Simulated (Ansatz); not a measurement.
# MoP: further runs on the relaxed cell

One table from this session's results is given with a row withheld; the runs are named, their logs left out.

Program: Ansatz 0.2.0. Level of theory: DFT PBE, scalar-relativistic, plane waves, PAW. These are calculated values, not measurements.

1 further run of the same task is left out (set aside as unsound or not needed).

## Starting point

The structure is hexagonal, space group P-6m2 (No. 187). The conventional cell has a = 3.242 Å, b = 3.242 Å, c = 3.194 Å, α = 90.00°, β = 90.00°, γ = 120.00°. Mo (site symmetry -6m2) has 6 P at 2.46 Å as nearest neighbours. P (site symmetry -6m2) has 6 Mo at 2.46 Å as nearest neighbours.

Structure file:

```
CELL_PARAMETERS angstrom
3.24154 0.00000 0.00000
-1.62077 2.80725 0.00000
0.00000 0.00000 3.19442
ATOMIC_POSITIONS crystal
Mo 0.00000 0.00000 0.00000
P 0.33333 0.66667 0.50000
```

This cell was relaxed beforehand with the same method: volume 14.53 Å³/atom, gap on the mesh none (metal).

The first run:

The input, input.yaml:

```yaml
crystal:
  lattice:
    - [3.2415364966, 0.0, 0.0]
    - [-1.6207682483, 2.8072529533, 0.0]
    - [0.0, 0.0, 3.1944186397]
  atoms:
    - { symbol: Mo, position: [0.0, 0.0, 0.0] }
    - { symbol: P, position: [0.3333333333, 0.6666666667, 0.5] }
basis:
  ecutwfc: 420
kpoints:
  mp_grid: { grid: [15, 15, 14] }
  band_path:
    path:
      - [[0.0, 0.0, 0.0], [0.5, 0.0, 0.0], [0.33333333, 0.33333333, 0.0], [0.0, 0.0, 0.0], [0.0, 0.0, 0.5], [0.5, 0.0, 0.5], [0.33333333, 0.33333333, 0.5], [0.0, 0.0, 0.5]]
      - [[0.5, 0.0, 0.5], [0.5, 0.0, 0.0]]
      - [[0.33333333, 0.33333333, 0.5], [0.33333333, 0.33333333, 0.0]]
    npoints: 14
hamiltonian:
  xc: pbe
scf:
  occupations: { method: gaussian, width: 0.1 }
  n_extra_bands: 6
output:
  forces: true
  stress: true
  eigenvalues: true
  populations: true
  dos: { projected: true, de: 0.02, nscf_kmesh: { grid: [23, 23, 21] } }
  bader: true
  write_density: true
  write_potential: true
  elf: true
  volumetric_format: npy
```

The run is started by

```
> ansatz run input.yaml --threads 1 --pin off --max-ram 2560MiB --backend cpu --events-out ev --progress --plain --runs-dir out
```

Among the steps run: Electronic structure at the relaxed geometry; The cell under PBEsol; Relaxing with LDA; The cell under PBE+D3(BJ).

One table of the session follows, with a row left open; its other results are not shown here.

It belongs to the step «One structure, several functionals». 

| functional | a (Å) | b (Å) | c (Å) | volume (Å³/atom) |
| --- | --- | --- | --- | --- |
| PBE | 3.242 | 3.242 | 3.194 | 14.53 |
| PBEsol | ? | ? | ? | ? |
| LDA | 3.192 | 3.192 | 3.156 | 13.92 |
| PBE+D3(BJ) | 3.199 | 3.199 | 3.175 | 14.07 |

Q: Estimate the row for PBEsol from the others.

**Answer.** a (Å): 3.207; b (Å): 3.207; c (Å): 3.173; volume (Å³/atom): 14.13. In the column «a (Å)» it lies between PBE+D3(BJ) (3.199) and PBE (3.242).
